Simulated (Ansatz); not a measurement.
Run record: phonons of ZnF2 (P4_2/mnm)

Computed with PBEsol, PAW on Ansatz 0.2.0's default frozen-core files (fitted under PBE), scalar-relativistic; not a measurement.

Cell and atoms were relaxed beforehand by PAW with this functional.

Command:

```sh
ansatz run input.yaml --threads 2 --pin off --max-ram 6144MiB --backend cpu --events-out ev --progress --plain --runs-dir out
```

input.yaml:

```yaml
crystal:
  lattice:
    - [4.71724984611, 0.0, 0.0]
    - [0.0, 4.71724984611, 0.0]
    - [0.0, 0.0, 3.1285501315]
  atoms:
    - { symbol: Zn, position: [0.0, 0.0, 0.0] }
    - { symbol: Zn, position: [0.5, 0.5, 0.5] }
    - { symbol: F, position: [0.303836018547, 0.303836018547, 0.0] }
    - { symbol: F, position: [0.196163981453, 0.803836018547, 0.5] }
    - { symbol: F, position: [0.696163981453, 0.696163981453, 0.0] }
    - { symbol: F, position: [0.803836018547, 0.196163981453, 0.5] }
kpoints:
  mp_grid: { grid: [4, 4, 6] }
scf:
  occupations: { method: fixed }
hamiltonian:
  xc: pbesol
  pseudopotentials: { kind: paw }
phonons:
  supercell: [1, 1, 1]
```

The program printed:

```
Warning: RAYON_NUM_THREADS=2 ignored (pool sized by the plan → 2); use --threads N
Engine: ansatz 0.2.0, x86_64-unknown-linux-gnu
Pseudopotentials: kind: paw
Pseudopotential: Zn, paw, valence charge 12, recommended cutoff 420 eV (normal), Zn.paw.azcp
Pseudopotential: F, paw, valence charge 7, recommended cutoff 420 eV (normal), F.paw.azcp
Functional definition: PBEsol
  exchange = pbesol_x
  correlation = pbesol_c
Crystal: 6 atoms, lattice volume = 69.618 Å³
Basis set: ecut = 420 eV, 1395 PW (Γ), exchange–correlation on 64×64×48 points (8 copies of the dense FFT grid, shifted against one another)
Bands: 32, of which v1, the nominal top of the filled ones, is band 26 counted from 1 (25 counted from 0)
Symmetry: 16 space group operations
k-points: 24 of 96
Non-local potential: Zn, projectors of the file, l = 0: 2, l = 1: 2, l = 2: 3, l = 3: 1
Non-local potential: F, projectors of the file, l = 0: 2, l = 1: 2, l = 2: 1
PAW form: soft (Blöchl's): semilocal exchange-correlation on the pseudo side does not see the compensation charge
PAW frozen core: Zn, regenerated for the run's functional, and the local potential with it (the file was generated under x = pbe(κ = 0.804, μ = 0.2195149727645171), c = pbe(β = 0.06672455060314922))
PAW frozen core: F, regenerated for the run's functional, and the local potential with it (the file was generated under x = pbe(κ = 0.804, μ = 0.2195149727645171), c = pbe(β = 0.06672455060314922))
PAW one-centre angular grid: Zn, 590 points (default); XC on 64 Gauss nodes
PAW one-centre angular grid: F, 110 points (default); XC on 64 Gauss nodes
Initial density: superposition of atomic densities (neutral atoms: chi_scale 0, normalization atom), corrected by the library's trained network
Initial wavefunctions: pseudopotential atomic-orbital guess
Functional: x = pbesol(κ = 0.804, μ = 0.12345679012345678), c = pbesol(β = 0.046)
SCF iter   1: F=—  HF=-9766.199305 eV  |F-HF|=—  |Δ(HF+E_count)|=         —  Δρ=1.62e-2  dr2=1.11e-1  ethr=1.77e-3  ⟨swp⟩=5.1  Hψ=2851  notcnv=0  defer=92
preconditioner: auto → Resta (q_TF=auto, 2.599 Å⁻¹)  ε∞=5.0  [insulator: Δε(μ)=3.348 eV  Ē_g=15.972 eV  n_scr=18 (ndim 8)  ℏωp=32.1 eV  f_vac=0.121  ε∞_Penn≈5.0]
SCF iter   2: F=—  HF=-9766.165633 eV  |F-HF|=—  |Δ(HF+E_count)|=   3.37e-2  Δρ=2.15e-3  dr2=1.24e-3  ethr=2.14e-4  ⟨swp⟩=2.3  Hψ=1551  notcnv=0  defer=96
SCF iter   3: F=—  HF=-9766.165781 eV  |F-HF|=—  |Δ(HF+E_count)|=   1.48e-4  Δρ=1.15e-3  dr2=5.00e-4  ethr=2.38e-6  ⟨swp⟩=2.0  Hψ=858  notcnv=0  defer=96
SCF iter   4: F=—  HF=-9766.165863 eV  |F-HF|=—  |Δ(HF+E_count)|=   8.26e-5  Δρ=1.24e-4  dr2=7.78e-6  ethr=9.61e-7  ⟨swp⟩=2.3  Hψ=1046  notcnv=0  defer=96
SCF iter   5: F=—  HF=-9766.165890 eV  |F-HF|=—  |Δ(HF+E_count)|=   2.71e-5  Δρ=1.13e-4  dr2=4.55e-6  ethr=1.50e-8  ⟨swp⟩=2.0  Hψ=1251  notcnv=0  defer=45
SCF iter   6: F=—  HF=-9766.165889 eV  |F-HF|=—  |Δ(HF+E_count)|=   1.51e-6  Δρ=1.52e-5  dr2=1.42e-7  ethr=8.75e-9  ⟨swp⟩=2.0  Hψ=1251  notcnv=0  defer=45
SCF iter   7: F=—  HF=-9766.165889 eV  |F-HF|=—  |Δ(HF+E_count)|=   1.34e-7  Δρ=4.28e-6  dr2=9.43e-9  ethr=2.74e-10  ⟨swp⟩=2.0  Hψ=1251  notcnv=0  defer=45
[... 24 lines left out ...]
preconditioner: auto → Resta (q_TF=auto, 2.599 Å⁻¹)  ε∞=5.0  [insulator: Δε(μ)=3.452 eV  Ē_g=16.047 eV  n_scr=18 (ndim 8)  ℏωp=32.1 eV  f_vac=0.119  ε∞_Penn≈5.0]
SCF iter   2: F=—  HF=-9766.165875 eV  |F-HF|=—  |Δ(HF+E_count)|=   1.16e-5  Δρ=1.06e-4  dr2=1.72e-6  ethr=1.49e-8  ⟨swp⟩=2.1  Hψ=2871  notcnv=0  defer=92
SCF iter   3: F=—  HF=-9766.165871 eV  |F-HF|=—  |Δ(HF+E_count)|=   4.19e-6  Δρ=1.61e-5  dr2=7.89e-8  ethr=3.30e-9  ⟨swp⟩=2.0  Hψ=2847  notcnv=0  defer=92
SCF iter   4: F=—  HF=-9766.165871 eV  |F-HF|=—  |Δ(HF+E_count)|=   2.44e-8  Δρ=6.79e-6  dr2=1.09e-8  ethr=1.52e-10  ⟨swp⟩=2.0  Hψ=2714  notcnv=0  defer=92
SCF iter   5: F=—  HF=-9766.165871 eV  |F-HF|=—  |Δ(HF+E_count)|=   1.67e-9  Δρ=2.36e-6  dr2=2.68e-9  ethr=2.10e-11  ⟨swp⟩=2.0  Hψ=2660  notcnv=0  defer=92
SCF iter   6: F=—  HF=-9766.165871 eV  |F-HF|=—  |Δ(HF+E_count)|=  3.64e-10  Δρ=6.99e-7  dr2=4.25e-10  ethr=5.15e-12  ⟨swp⟩=2.0  Hψ=2741  notcnv=0  defer=92
SCF iter   7: F=—  HF=-9766.165871 eV  |F-HF|=—  |Δ(HF+E_count)|=  8.91e-11  Δρ=2.37e-7  dr2=4.83e-11  ethr=1.00e-12  ⟨swp⟩=2.3  Hψ=2814  notcnv=0  defer=92
SCF iter   8: F=—  HF=-9766.165871 eV  |F-HF|=—  |Δ(HF+E_count)|=  1.27e-11  Δρ=1.26e-7  dr2=7.68e-12  ethr=1.00e-12  ⟨swp⟩=1.0  Hψ=1572  notcnv=0  defer=92
SCF iter   9: F=-9766.165871 eV  HF=-9766.165871 eV  |F-HF|=3.64e-12  |Δ(HF+E_count)|=  3.64e-12  Δρ=4.26e-8  dr2=1.14e-12  ethr=1.00e-12  ⟨swp⟩=5.0  Hψ=6978  notcnv=0
SCF 3 converged in 9 iterations: F = -9766.165871 eV  dr2 = 1.14e-12
iter 1 solved again at ethr=8.95e-12 eV; its pass at ethr=3.10e-3 eV (dr2=4.66e-9 eV) is discarded
SCF iter   1: F=—  HF=-9766.165856 eV  |F-HF|=—  |Δ(HF+E_count)|=         —  Δρ=4.60e-6  dr2=2.67e-9  ethr=8.95e-12  ⟨swp⟩=2.1  Hψ=6741  notcnv=0  defer=92
preconditioner: auto → Resta (q_TF=auto, 2.599 Å⁻¹)  ε∞=5.0  [insulator: Δε(μ)=3.455 eV  Ē_g=16.046 eV  n_scr=18 (ndim 8)  ℏωp=32.1 eV  f_vac=0.119  ε∞_Penn≈5.0]
SCF iter   2: F=—  HF=-9766.165871 eV  |F-HF|=—  |Δ(HF+E_count)|=   1.54e-5  Δρ=2.11e-6  dr2=4.31e-10  ethr=5.13e-12  ⟨swp⟩=2.0  Hψ=2924  notcnv=0  defer=92
SCF iter   3: F=—  HF=-9766.165871 eV  |F-HF|=—  |Δ(HF+E_count)|=  8.37e-11  Δρ=1.16e-6  dr2=1.36e-10  ethr=1.00e-12  ⟨swp⟩=1.0  Hψ=1572  notcnv=0  defer=92
SCF iter   4: F=—  HF=-9766.165871 eV  |F-HF|=—  |Δ(HF+E_count)|=  5.82e-11  Δρ=1.95e-7  dr2=1.05e-11  ethr=1.00e-12  ⟨swp⟩=1.0  Hψ=1572  notcnv=0  defer=92
SCF iter   5: F=-9766.165871 eV  HF=-9766.165871 eV  |F-HF|=0.00e0  |Δ(HF+E_count)|=  3.64e-12  Δρ=6.69e-8  dr2=2.10e-12  ethr=1.00e-12  ⟨swp⟩=5.0  Hψ=6967  notcnv=0
SCF 4 converged in 5 iterations: F = -9766.165871 eV  dr2 = 2.10e-12
SCF converged after 9 iterations
Free energy (F): -9766.165889 eV
Harris-Foulkes:  -9766.165889 eV  (|F-HF|=1.27e-11)
Internal energy: -9766.165889 eV  (E = F + TS)
E sigma→0 (E₀):  -9766.165889 eV
Fermi energy:    3.544908 eV
--- Per-component energies (eV) ---
  E_band       = -110.749858
  E_kinetic    = 1084.926265
  E_local      = -5774.244645  (includes V_loc(G=0)·N_el)
  E_nonlocal   = 1547.503034
  E_hartree    = 2311.391811
  E_xc         = -580.395836
  E_vxc        = -503.934327  (∫ρ·V_xc dr)
  E_paw        = -4375.529143  (= ΣΔE_a)
  E_vpaw       = -1087.791217  (= ΣTr[D̂ρ^β])
  E_aug_tail   = 0.007341  (compensation charges beyond the density's cutoff)
  E_ewald      = -3981.589197
  E_core_change = 1.764480  (= ΣΔE_core)
  E_smearing   = -0.000000  (= −TS)
  E_closure    = -0.000000  (closes the sum)
  Σ components = -9766.165889   (vs F -9766.165889, Δ=0.00e0)
--- Forces (eV/Å), atoms counted from 1 ---
  atom   1  Zn     0.00000000    -0.00000000     0.00000000
  atom   2  Zn     0.00000000     0.00000000     0.00000000
  atom   3  F     -0.00002716    -0.00002716     0.00000000
  atom   4  F      0.00002716    -0.00002716     0.00000000
  atom   5  F      0.00002716     0.00002716     0.00000000
  atom   6  F     -0.00002716     0.00002716     0.00000000
  max |Σ_I F_I| component: 1.08e-18 eV/Å
--- Phonons: 3 displaced members + reference (amplitude 0.0025 Å, Σ member SCF iterations 23) ---
  symmetry images taken by strict's conditions (phonons.symmetry_images: auto; settled by no image being taken that strict refuses)
  ASR residual: 2.473e-4 → 0.000e0 eV/Å²; symmetrization residual: 4.062e-5 eV/Å²
  largest component of a force at the reference: 2.7e-5 eV/Å
  ASR residual per site (eV/Å²): 2.47e-4 2.47e-4 7.63e-5 7.63e-5 7.63e-5 7.63e-5
  Γ frequencies (cm⁻¹): 0.00 0.00 0.00 62.97 115.30 160.90 160.90 238.17 238.17 238.91 238.91 239.31 292.31 328.93 352.39 373.43 373.43 503.96
  density of states and harmonic sums: on the 13×13×20 q-mesh, interpolated from the force constants of a 1×1×1 supercell (no non-analytic term)
  largest difference from the sums on the solved wave vectors: F 3.94e-1 eV, S 6.53e-4 and C_V 2.58e-4 eV/K
```

The run converged.

Zone-centre phonons:

Harmonic phonons of a crystal by Kohn-Sham DFT at the given cell, standard atomic masses, acoustic sum rule imposed; negative wavenumbers are unstable modes; optical zone-centre levels upwards with Mulliken labels, activity, and the element with most of the kinetic energy.

| Property | Result |
| --- | --- |
| Point group | 4/mmm |

```tsv
number	phonon wavenumber (cm⁻¹)	label	infrared	raman	lead element
1	63	B1g	no	yes	F
2	115.3	B1u	no	no	Zn
3	160.9	Eu	yes	no	F
4	238.2	Eu	yes	no	Zn
5	238.9	Eg	no	yes	F
6	239.3	A2g	no	no	F
7	292.3	A2u	yes	no	F
8	328.9	A1g	no	yes	F
9	352.4	B1u	no	no	F
10	373.4	Eu	yes	no	F
11	504	B2g	no	yes	F
```

Known limits: frozen-core PAW files fitted under PBE, their cores solved anew for the functional of the run; zone-boundary modes aren't tested; no LO-TO term at the zone centre.

It took 9.3 s on 2 threads of Intel(R) Xeon(R) Platinum 8488C (Sapphire Rapids), with other jobs on the host, peak memory 0.42 GiB.
